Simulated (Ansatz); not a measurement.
# Ti: other elements on the same sites

One table from this session's results is given with a row withheld; the runs are named, their logs left out.

Program: Ansatz 0.2.0. Level of theory: DFT PBEsol, scalar-relativistic, plane waves, PAW. These are calculated values, not measurements.

## The structure to begin with

Symmetry: P6_3/mmc, No. 194, hexagonal system. Conventional cell: a = 2.900 Å, b = 2.900 Å, c = 4.591 Å, α = 90.00°, β = 90.00°, γ = 120.00°. Ti (site symmetry -6m2) is surrounded by 12 Ti at 2.84 to 2.90 Å.

As a file:

```
CELL_PARAMETERS angstrom
2.90044 0.00000 0.00000
-1.45022 2.51185 0.00000
0.00000 0.00000 4.59099
ATOMIC_POSITIONS crystal
Ti 0.33333 0.66667 0.25000
Ti 0.66667 0.33333 0.75000
```

This cell was relaxed beforehand with the same method: volume 16.72 Å³/atom, gap on the mesh none (metal).

The first run:

The input, input.yaml:

```yaml
crystal:
  lattice:
    - [2.3868228466, 0.0, 0.0]
    - [-1.1934114233, 2.0670492195, 0.0]
    - [0.0, 0.0, 3.7780126532]
  atoms:
    - { symbol: Ge, position: [0.3333333333, 0.6666666667, 0.25] }
    - { symbol: Ge, position: [0.6666666667, 0.3333333333, 0.75] }
basis:
  ecutwfc: 420
kpoints:
  mp_grid: { grid: [12, 12, 6] }
hamiltonian:
  xc: pbesol
scf:
  occupations: { method: gaussian, width: 0.1 }
output:
  forces: true
  stress: true
  eigenvalues: true
```

The run is started by

```
ansatz run input.yaml --threads 1 --pin off --max-ram 2560MiB --backend cpu --events-out ev --progress --plain --runs-dir out
```

Steps of the session up to this table: Quick check of gap, pressure and forces (Ge); A loose first relaxation (Ge); Relaxing cell and atoms (Ge); A first look at the start (Sn); Rough relaxation on the coarse mesh (Sn); The relaxation (Sn).

One of the session's tables, all rows but one given; the rest of the session is left out.

Lengths are those of the vectors of the cell that was run:

| swap | volume (Å³/atom) | a (Å) | b (Å) | c (Å) |
| --- | --- | --- | --- | --- |
| none | 16.72 | 2.900 | 2.900 | 4.591 |
| Ti → Si | 13.98 | 2.663 | 2.663 | 4.550 |
| Ti → Hf | 21.60 | 3.159 | 3.159 | 5.001 |
| Ti → Ge | ? | ? | ? | ? |
| Ti → Sn | 26.24 | 3.342 | 3.342 | 5.427 |

Estimate the missing values for Ti → Ge.

As computed: volume (Å³/atom): 18.38; a (Å): 2.913; b (Å): 2.913; c (Å): 5.002. In the column «volume (Å³/atom)» it lies between none (16.72) and Ti → Hf (21.60).

Lengths are those of the computed cell. Rows of earlier swaps come from the sessions before.
